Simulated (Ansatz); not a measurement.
## Hf under changes of volume

One of the cells (23.523 Å³/atom); the others are scaled copies at fixed shape and fractional positions:

```
Hf
1.0
    -1.80500    1.80500    1.80500
     1.80500   -1.80500    1.80500
     1.80500    1.80500   -1.80500
Hf
1
Direct
  0.00000 0.00000 0.00000
```

This isn't the form of Hf at room conditions, which is hcp.

| Item | Value |
| --- | --- |
| Program | Ansatz 0.2.0 |
| Functional | r2SCAN |
| Potentials or basis | Ansatz PAW |
| Cutoff | 500 eV (not typed: the program's choice for these potentials) |
| k mesh | 10 × 10 × 10 |
| Occupations | fermi-dirac, width 0.05 eV |
| Spin | no spin polarisation |

```tsv
volume (Å³/atom)	energy over the lowest point (meV/atom)	pressure (GPa)
22.112	0.00	0.3
22.582	2.55	-1.8
23.052	11.02	-3.7
23.523	?	?
23.993	43.70	-7.1
24.464	67.16	-8.6
24.934	94.92	-10.0
```

Problem. What does the run at 23.523 Å³/atom give?

Solution. Energy over the lowest point 24.87 meV/atom; pressure -5.5 GPa.

Worked out: A Birch-Murnaghan fit of order 3 (a polynomial in V^(-2/3)) to the other rows has its minimum at 22.15 Å³/atom with B0 = V·E''(V) = 101 GPa (rough, since the energies scatter). It gives 24.86 meV/atom at 23.523 Å³/atom, against the run's 24.87, and -dE/dV = -5.6 GPa, against -5.5.

Energies are extrapolated to zero smearing.

Caveats: the PAW data sets come from PBE, with cores solved anew for the run's functional, which leaves a small shift of forces and pressure.
